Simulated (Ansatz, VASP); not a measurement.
## One calculation of V, two programs

```xyz
1
Lattice="-1.4992 1.4992 1.4992 1.4992 -1.4992 1.4992 1.4992 1.4992 -1.4992" Properties=species:S:1:pos:R:3 pbc="T T T"
V     0.0000    0.0000    0.0000
```

Alike in both runs: task single point; functional PBE; k mesh 15 × 15 × 15; occupations fermi-dirac, width 0.2 eV; no spin polarisation.

```csv
,VASP,Ansatz
version,VASP 6.6.1,Ansatz 0.2.0
potentials or method,"VASP PAW PBE potentials, release 64 (V_sv)","plane waves (420 eV) with PAW, scalar-relativistic"
plane-wave cutoff (eV),520,420
valence electrons in the cell,13,13
```

|  | VASP | Ansatz | Ansatz less VASP |
| --- | --- | --- | --- |
| pressure (GPa) | 1.3 | 1.0 | -0.23 |
